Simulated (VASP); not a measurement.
# Pb (Fm-3m) in VASP: notebook

One crystal, Pb, is run at these levels: LDA; tasks: relaxation of cell and atoms, relaxation of the atoms.

Everything below comes from runs of VASP 6.6.1. Logs are shortened: lines on timing, memory, paths and dates and some standing lists are left out, and cuts for length are marked.

### 1 Starting point

The structure is cubic, space group Fm-3m (No. 225). The conventional cell has a = 4.950 Å, b = 4.950 Å, c = 4.950 Å, α = 90.00°, β = 90.00°, γ = 90.00°. Around Pb (site symmetry m-3m) lie 12 Pb at 3.50 Å.

### 2 Relaxation of cell and atoms, LDA

The input, INCAR:

```
SYSTEM = Pb
ALGO = Normal
EDIFF = 1E-6
EDIFFG = -0.01
ENCUT = 600
IBRION = 2
ISIF = 3
ISMEAR = 1
LASPH = .TRUE.
LCHARG = .FALSE.
LREAL = .FALSE.
LWAVE = .FALSE.
NELM = 80
NSW = 90
PREC = Accurate
SIGMA = 0.1
```

The input, KPOINTS:

```
k-points
0
G
  14 14 14
  0 0 0
```

The input, POSCAR:

```
Pb
1.0
    0.0000000000      2.4750200000      2.4750200000
    2.4750200000      0.0000000000      2.4750200000
    2.4750200000      2.4750200000      0.0000000000
Pb
1
Direct
    0.0000000000      0.0000000000      0.0000000000
```

Potentials or basis: VASP PAW LDA potentials, release 64 (Pb_d).

Launch:

```console
$ cat potpaw_LDA.64/Pb_d/POTCAR > POTCAR
$ mpirun -np 1 vasp_std > vasp.out
```

OUTCAR:

```text
SYSTEM = Pb
   EDIFF = 1E-6
   EDIFFG = -0.01
   ENCUT = 600
   IBRION = 2
   ISIF = 3
   ISMEAR = 1
   LASPH = .TRUE.
   LREAL = .FALSE.
   NELM = 80
   NSW = 90
   PREC = Accurate

 ion  position               nearest neighbor table
   1  0.000  0.000  0.000-

  LATTYP: Found a face centered cubic cell.
 ALAT       =     4.9500400000

  Lattice vectors:

 A1 = (   0.0000000000,   2.4750200000,   2.4750200000)
 A2 = (   2.4750200000,   0.0000000000,   2.4750200000)
 A3 = (   2.4750200000,   2.4750200000,   0.0000000000)

Analysis of symmetry for initial positions (statically):
=====================================================================
 Subroutine PRICEL returns:
 Original cell was already a primitive cell.

 Routine SETGRP: Setting up the symmetry group for a
 face centered cubic supercell.

 Subroutine GETGRP returns: Found 48 space group operations
 (whereof 48 operations were pure point group operations)
 out of a pool of 48 trial point group operations.

The static configuration has the point symmetry O_h .

Analysis of symmetry for dynamics (positions and initial velocities):
=====================================================================
 Subroutine PRICEL returns:
 Original cell was already a primitive cell.

 Routine SETGRP: Setting up the symmetry group for a
 face centered cubic supercell.

 Subroutine GETGRP returns: Found 48 space group operations
 (whereof 48 operations were pure point group operations)
 out of a pool of 48 trial point group operations.

The dynamic configuration has the point symmetry O_h .

 Subroutine INISYM returns: Found 48 space group operations
 (whereof 48 operations are pure point group operations),
 and found     1 'primitive' translations

----------------------------------------------------------------------------------------

                                     Primitive cell

  volume of cell :      30.3226

  direct lattice vectors                    reciprocal lattice vectors
     0.000000000  2.475020000  2.475020000    -0.202018570  0.202018570  0.202018570
     2.475020000  0.000000000  2.475020000     0.202018570 -0.202018570  0.202018570
     2.475020000  2.475020000  0.000000000     0.202018570  0.202018570 -0.202018570

  length of vectors
     3.500206851  3.500206851  3.500206851     0.349906427  0.349906427  0.349906427

  position of ions in fractional coordinates (direct lattice)
     0.000000000  0.000000000  0.000000000

  ion indices of the primitive-cell ions
   primitive index   ion index
                 1           1

----------------------------------------------------------------------------------------

 KPOINTS: k-points

Automatic generation of k-mesh.
 Grid dimensions read from file:
 generate k-points for:   14   14   14

 Generating k-lattice:

  Cartesian coordinates                     Fractional coordinates (reciprocal lattice)
    -0.014429898  0.014429898  0.014429898     0.071428571  0.000000000  0.000000000
     0.014429898 -0.014429898  0.014429898     0.000000000  0.071428571  0.000000000
     0.014429898  0.014429898 -0.014429898     0.000000000  0.000000000  0.071428571

  Length of vectors
     0.024993316  0.024993316  0.024993316

  Shift w.r.t. Gamma in fractional coordinates (k-lattice)
     0.000000000  0.000000000  0.000000000

 Subroutine IBZKPT returns following result:
 ===========================================

 Found    104 irreducible k-points:

 Following reciprocal coordinates:
            Coordinates               Weight
  0.000000  0.000000  0.000000      1.000000
  0.071429  0.000000  0.000000      8.000000
  0.142857  0.000000  0.000000      8.000000
  0.214286  0.000000  0.000000      8.000000
  0.285714  0.000000  0.000000      8.000000
  0.357143  0.000000  0.000000      8.000000
[... 16 lines left out ...]
  0.214286  0.142857  0.000000     24.000000
  0.285714  0.142857  0.000000     24.000000
 [... further k-points ...]
   k-points           NKPTS =    104   k-points in BZ     NKDIM =    104   number of bands    NBANDS=     11
   number of dos      NEDOS =    301   number of ions     NIONS =      1
   total plane-waves  NPLWV =  21952
   dimension x,y,z NGX =    28 NGY =   28 NGZ =   28
   dimension x,y,z NGXF=    56 NGYF=   56 NGZF=   56
   ions per type =               1
   NGX,Y,Z   is equivalent  to a cutoff of  13.30, 13.30, 13.30 a.u.
   NGXF,Y,Z  is equivalent  to a cutoff of  26.60, 26.60, 26.60 a.u.
 SYSTEM =  Pb
   PREC   = accura    normal or accurate (medium, high low for compatibility)
   ISTART =      0    job   : 0-new  1-cont  2-samecut
   ICHARG =      2    charge: 1-file 2-atom 10-const
   ISPIN  =      1    spin polarized calculation?
   LNONCOLLINEAR =      F non collinear calculations
   LSORBIT =      F    spin-orbit coupling
   LASPH  =      T    aspherical Exc in radial PAW
   ENCUT  =  600.0 eV  44.10 Ry    6.64 a.u.   6.99  6.99  6.99*2*pi/ulx,y,z
   NELM   =     80;   NELMIN=  2; NELMDL= -5     # of ELM steps
   EDIFF  = 0.1E-05   stopping-criterion for ELM
   LREAL  =      F    real-space projection
   EDIFFG = -.1E-01   stopping-criterion for IOM
   NSW    =     90    number of steps for IOM
   IBRION =      2    ionic relax: 0-MD 1-quasi-New 2-CG
   NFREE  =      1    steps in history (QN), initial steepest desc. (CG)
   ISIF   =      3    stress and relaxation
   ISYM   =      2    0-nonsym 1-usesym 2-fastsym
   POTIM  = 0.5000    time-step for ionic-motion
   TEBEG  =    0.0;   TEEND  =   0.0 temperature during run
   PSTRESS=    0.0 pullay stress
   NELECT =      14.0000    total number of electrons
   NUPDOWN=      -1.0000    fix difference up-down
   EMIN   =  10.00;   EMAX   =-10.00  energy-range for DOS
   EFERMI =   0.00;   METHOD = LEGACY
   ISMEAR =     1;   SIGMA  =   0.10  broadening in eV -4-tet -1-fermi 0-gaus
   EFERMI_NEDOS =   21; number of points for ismear=-14 and -15
   IALGO  =     38    algorithm
   IMIX   =      4    mixing-type and parameters
     AMIX     =   0.40;   BMIX     =  1.00
     AMIX_MAG =   1.60;   BMIX_MAG =  1.00
  volume/ion in A,a.u.               =      30.32       204.63
  Fermi-wavevector in a.u.,A,eV,Ry     =   1.265306  2.391081 21.782907  1.600999
  Thomas-Fermi vector in A             =   2.398566
   LORBIT       =      0    0 simple, 1 ext, 2 COOP (PROOUT), +10 PAW based schemes
   GGA     = CA    functional components
   LHFCALC =     F    Hartree Fock is set to
   AEXX    =    0.0000 exact exchange contribution
   IVDW    =     0    specifies the selected vdW correction
   LEPSILON=     F    determine dielectric tensor
   LRPA    =     F    only Hartree local field effects (RPA)
 conjugate gradient relaxation of ions
 non-spin polarized calculation
 Methfessel and Paxton  Order N= 1 SIGMA  =   0.10
  energy-cutoff  :      600.00
  volume of cell :       30.32
 maximum number of plane-waves:      1026
   NGX = 13   NGY = 13   NGZ = 13

--------------------------------------- Ionic step        1  -------------------------------------------

 number of electron      13.9999999 magnetization

 Free energy of the ion-electron system (eV)
  ---------------------------------------------------
  ext. energy  EPLUGINS =         0.00000000
  ---------------------------------------------------
  free energy    TOTEN  =        -4.24987706 eV

  energy without entropy =       -4.24985375  energy(sigma->0) =       -4.24986929

------------------------ aborting loop because EDIFF is reached ----------------------------------------

  FORCE on cell =-STRESS in cart. coord.  units (eV):
  Direction    XX          YY          ZZ          XY          YZ          ZX
  --------------------------------------------------------------------------------------
  -------------------------------------------------------------------------------------
  Total       -0.3564489     -0.3564489     -0.3564489     -0.0000000      0.0000000      0.0000000
  in kB      -18.8339645    -18.8339645    -18.8339645     -0.0000000      0.0000000      0.0000000
  external PRESSURE =     -18.8339645 kB  Pullay stress =       0.0000000 kB
[... 55 lines left out ...]
  energy  without entropy=       -4.2565328280  energy(sigma->0) =       -4.25628182

--------------------------------------- Ionic step        3  -------------------------------------------

 number of electron      13.9999999 magnetization

 Free energy of the ion-electron system (eV)
  ---------------------------------------------------
  ext. energy  EPLUGINS =         0.00000000
  ---------------------------------------------------
  free energy    TOTEN  =        -4.25698172 eV

  energy without entropy =       -4.25726566  energy(sigma->0) =       -4.25707636

 E-fermi :   7.5114     XC(G=0): -10.6427

 val. band max:        7.4860207931   @ k =  -0.2857   0.2857   0.0714
 cond. band min:       7.5488409735   @ k =   0.3571   0.2143   0.0000
 fundamental gap:      0.0628201804
 Fermi energy:         7.5113691122

 k-point     1 :       0.0000    0.0000    0.0000
  band No.  band energies     occupation
      1      -9.5837      2.00000
      2      -9.5837      2.00000
      3      -9.5837      2.00000
      4      -9.4228      2.00000
      5      -9.4228      2.00000
      6      -4.5813      2.00000
      7      15.1154      0.00000
      8      15.1154      0.00000
      9      15.1154      0.00000
     10      17.3025      0.00000
     11      19.4244      0.00000
[... 309 lines left out ...]
 k-point    24 :       0.2857    0.1429    0.0000
  band No.  band energies     occupation
      1      -9.6316      2.00000
      2      -9.5180      2.00000
      3      -9.4859      2.00000
      4      -9.4393      2.00000
      5      -9.3448      2.00000
      6      -3.0851      2.00000
      7       8.7855     -0.00000
      8      12.3112      0.00000
      9      12.6251      0.00000
     10      16.0524      0.00000
     11      17.7052      0.00000

 [... further k-points ...]

------------------------ aborting loop because EDIFF is reached ----------------------------------------

  FORCE on cell =-STRESS in cart. coord.  units (eV):
  Direction    XX          YY          ZZ          XY          YZ          ZX
  --------------------------------------------------------------------------------------
  -------------------------------------------------------------------------------------
  Total       -0.0025290     -0.0025290     -0.0025290     -0.0000000      0.0000000      0.0000000
  in kB       -0.1389378     -0.1389378     -0.1389378     -0.0000000      0.0000000      0.0000000
  external PRESSURE =      -0.1389378 kB  Pullay stress =       0.0000000 kB
[... 16 lines left out ...]
  FREE ENERGIE OF THE ION-ELECTRON SYSTEM (eV)
  ---------------------------------------------------
  free  energy   TOTEN  =        -4.2569817166 eV

  energy  without entropy=       -4.2572656587  energy(sigma->0) =       -4.25707636

 reached required accuracy - stopping structural energy minimisation
```

Run time: 82 s. Hardware: 1 thread of Intel Xeon Platinum 8259CL at 2.50GHz (Skylake/Cascade Lake), shared host; peak memory 0.17 GiB.

What came out:

| Item | Value |
| --- | --- |
| Free energy | -4.2570 eV |
| Relaxed volume | 29.16 Å³/atom |
| Relaxed cell | a = 3.455 Å, b = 3.455 Å, c = 3.455 Å, α = 60.00°, β = 60.00°, γ = 60.00° |
| Space group after relaxing (to 0.05 Å) | Fm-3m (No. 225) |
| Energy gained by relaxing | 7.1 meV/atom |
| Ionic steps | 3 |
| Pressure after relaxing | 0.0 GPa |
| Band gap on the k mesh | none (metal or under the smearing width) |

The path:
| step | energy change (eV) | largest force (eV/Å) | pressure (GPa) | volume (Å³) |
| --- | --- | --- | --- | --- |
| 1 | 0.0000 | 0.0000 | -1.88 | 30.32 |
| 2 | -0.0063 | 0.0000 | 0.74 | 28.79 |
| 3 | -0.0071 | 0.0000 | -0.01 | 29.16 |

Final structure:
```
CELL_PARAMETERS angstrom
0.00000 2.44306 2.44306
2.44306 0.00000 2.44306
2.44306 2.44306 0.00000
ATOMIC_POSITIONS crystal
Pb 0.00000 0.00000 0.00000
```

### 3 Relaxation of cell and atoms, LDA

This run uses another cell than the first one, of 29.16 Å³/atom, 0.962 times its volume.

INCAR: that of step 2 with these lines changed.

```diff
@@ -2,4 +2,4 @@
 ALGO = Normal
-EDIFF = 1E-6
-EDIFFG = -0.01
+EDIFF = 1E-7
+EDIFFG = -0.005
 ENCUT = 600
```

KPOINTS is that of step 2.

The input, POSCAR:

```
Pb                                      
1.0
   -0.0000000000      2.4430577023      2.4430577023
    2.4430577023      0.0000000000      2.4430577023
    2.4430577023      2.4430577023     -0.0000000000
  Pb            
     1
Direct
     0.0000000000000000    0.0000000000000000    0.0000000000000000
```

Potentials or basis: VASP PAW LDA potentials, release 64 (Pb_d).

Launch:

```console
$ cat potpaw_LDA.64/Pb_d/POTCAR > POTCAR
$ mpirun -np 1 vasp_std > vasp.out
```

It took 25 s on 1 thread of Intel Xeon Platinum 8259CL at 2.50GHz (Skylake/Cascade Lake), shared host; peak memory 0.17 GiB.

It converged, with:

| Quantity | Value |
| --- | --- |
| Free energy | -4.2569 eV |
| Pressure after relaxing | 0.0 GPa |
| Band gap on the k mesh | none (metal or under the smearing width) |

Final structure:
```yaml
crystal:
  lattice:
    - [0.00000, 2.44306, 2.44306]
    - [2.44306, 0.00000, 2.44306]
    - [2.44306, 2.44306, 0.00000]
  atoms:
    - { symbol: Pb, position: [0.00000, 0.00000, 0.00000] }
```

Levels at points of the mesh, in eV from the Fermi level:
```csv
k point,band 4,band 5,band 6,band 7,band 8,band 9,band 10,band 11
"(0.00, 0.00, 0.00)",-16.93,-16.93,-12.09,7.60,7.60,7.60,9.79,11.91
"(0.50, 0.00, 0.00)",-16.78,-16.78,-8.24,-4.45,5.68,5.68,9.27,9.85
"(0.50, 0.50, 0.00)",-16.74,-16.74,-6.74,-3.49,2.00,2.00,5.53,6.80
```

Caveat: the relaxation stopped at its first step, so nothing moved.

### 4 Relaxation of the atoms, LDA (a relaxed cell with its volume scaled by 0.94)

The input, INCAR:

```
SYSTEM = Pb
ALGO = Normal
EDIFF = 1E-7
EDIFFG = -0.01
ENCUT = 600
IBRION = 2
ISIF = 2
ISMEAR = 1
LASPH = .TRUE.
LCHARG = .FALSE.
LREAL = .FALSE.
LWAVE = .FALSE.
NELM = 80
NSW = 40
PREC = Accurate
SIGMA = 0.1
```

KPOINTS is that of step 3.

The input, POSCAR:

```
Pb                                      
1.0
    0.0000000000      2.3931853880      2.3931853880
    2.3931853880      0.0000000000      2.3931853880
    2.3931853880      2.3931853880      0.0000000000
  Pb            
     1
Direct
     0.0000000000000000    0.0000000000000000    0.0000000000000000
```

Launch:

```console
$ cat potpaw_LDA.64/Pb_d/POTCAR > POTCAR
$ mpirun -np 1 vasp_std > vasp.out
```

Wall time 32 s (1 thread of Intel Xeon Platinum 8259CL at 2.50GHz (Skylake/Cascade Lake), shared host); peak memory 0.17 GiB.

The run converged. Its results:

* Free energy: -4.2370 eV
* Pressure after relaxing: 3.8 GPa
* Band gap on the k mesh: none (metal or under the smearing width)

Final structure:
```
Pb
1.0
     0.00000    2.39319    2.39319
     2.39319    0.00000    2.39319
     2.39319    2.39319    0.00000
Pb
1
Cartesian
  0.0000 0.0000 0.0000
```

Levels at points of the mesh, in eV from the Fermi level:
```csv
k point,band 5,band 6,band 7,band 8,band 9,band 10
"(0.00, 0.00, 0.00)",-16.98,-12.57,8.10,8.10,8.10,9.79
"(0.50, 0.00, 0.00)",-16.80,-8.32,-4.79,6.02,6.02,9.28
"(0.50, 0.50, 0.00)",-16.75,-6.66,-3.77,2.05,2.05,5.72
```

Caveat: the relaxation stopped at its first step, so nothing moved.

### 5 Relaxation of the atoms, LDA (a relaxed cell with its volume scaled by 0.96)

INCAR is that of step 4.

KPOINTS is that of step 4.

The input, POSCAR:

```
Pb                                      
1.0
    0.0000000000      2.4100393615      2.4100393615
    2.4100393615      0.0000000000      2.4100393615
    2.4100393615      2.4100393615      0.0000000000
  Pb            
     1
Direct
     0.0000000000000000    0.0000000000000000    0.0000000000000000
```

Launch:

```console
$ cat potpaw_LDA.64/Pb_d/POTCAR > POTCAR
$ mpirun -np 1 vasp_std > vasp.out
```

Wall time 27 s (1 thread of Intel Xeon Platinum 8259CL at 2.50GHz (Skylake/Cascade Lake), shared host); peak memory 0.17 GiB.

Results (log left out):

* Free energy: -4.2484 eV
* Pressure after relaxing: 2.4 GPa
* Band gap on the k mesh: none (metal or under the smearing width)

Final structure:
```yaml
crystal:
  lattice:
    - [0.00000, 2.41004, 2.41004]
    - [2.41004, 0.00000, 2.41004]
    - [2.41004, 2.41004, 0.00000]
  atoms:
    - { symbol: Pb, position: [0.00000, 0.00000, 0.00000] }
```

Levels at points of the mesh, in eV from the Fermi level:
| k point | band 5 | band 6 | band 7 | band 8 | band 9 | band 10 |
| --- | --- | --- | --- | --- | --- | --- |
| (0.00, 0.00, 0.00) | -16.96 | -12.40 | 7.93 | 7.93 | 7.93 | 9.79 |
| (0.50, 0.00, 0.00) | -16.79 | -8.29 | -4.68 | 5.90 | 5.90 | 9.28 |
| (0.50, 0.50, 0.00) | -16.75 | -6.69 | -3.67 | 2.03 | 2.03 | 5.66 |

Caveat: the relaxation stopped at its first step, so nothing moved. The run has no spin-orbit coupling, so splittings on Pb are missing.

### 6 Relaxation of the atoms, LDA (a relaxed cell with its volume scaled by 0.98)

INCAR is that of step 5.

KPOINTS is that of step 5.

The input, POSCAR:

```
Pb                                      
1.0
    0.0000000000      2.4266608478      2.4266608478
    2.4266608478      0.0000000000      2.4266608478
    2.4266608478      2.4266608478      0.0000000000
  Pb            
     1
Direct
     0.0000000000000000    0.0000000000000000    0.0000000000000000
```

Potentials or basis: VASP PAW LDA potentials, release 64 (Pb_d).

Launch:

```console
$ cat potpaw_LDA.64/Pb_d/POTCAR > POTCAR
$ mpirun -np 1 vasp_std > vasp.out
```

Wall time 30 s (1 thread of Intel Xeon Platinum 8259CL at 2.50GHz (Skylake/Cascade Lake), shared host); peak memory 0.16 GiB.

The run converged. Its results:

```
Free energy             : -4.2548 eV
Pressure after relaxing : 1.1 GPa
Band gap on the k mesh  : none (metal or under the smearing width)
```

Final structure:
```
Pb
1.0
     0.00000    2.42666    2.42666
     2.42666    0.00000    2.42666
     2.42666    2.42666    0.00000
Pb
1
Direct
  0.00000 0.00000 0.00000
```

Levels at points of the mesh, in eV from the Fermi level:
```csv
k point,band 3,band 4,band 5,band 6,band 7,band 8,band 9,band 10,band 11
"(0.00, 0.00, 0.00)",-17.12,-16.95,-16.95,-12.24,7.76,7.76,7.76,9.79,12.17
"(0.50, 0.00, 0.00)",-17.11,-16.79,-16.79,-8.27,-4.56,5.79,5.79,9.27,10.04
"(0.50, 0.50, 0.00)",-16.80,-16.75,-16.75,-6.72,-3.58,2.02,2.02,5.59,6.86
```

Caveat: the relaxation stopped at its first step, so nothing moved.

### 7 The runs side by side

| task | cell | gap on the mesh (eV) | pressure (GPa) |
| --- | --- | --- | --- |
| relaxation of cell and atoms | relaxed | none | 0.0 |
| relaxation of the atoms | atoms relaxed from: a relaxed cell with its volume scaled by 0.94 | none | 3.8 |
| relaxation of the atoms | atoms relaxed from: a relaxed cell with its volume scaled by 0.96 | none | 2.4 |
| relaxation of the atoms | atoms relaxed from: a relaxed cell with its volume scaled by 0.98 | none | 1.1 |

Alike in all rows: level LDA; potentials or basis VASP PAW LDA potentials, release 64 (Pb_d); no spin polarisation; k mesh 14 × 14 × 14; cutoff (eV) 600; smearing methfessel-paxton 0.1 eV.

Caveats: the relaxation stopped at its first step, so nothing moved.

Total energies depend on the potentials used, so only differences within one code and one set of settings carry meaning.
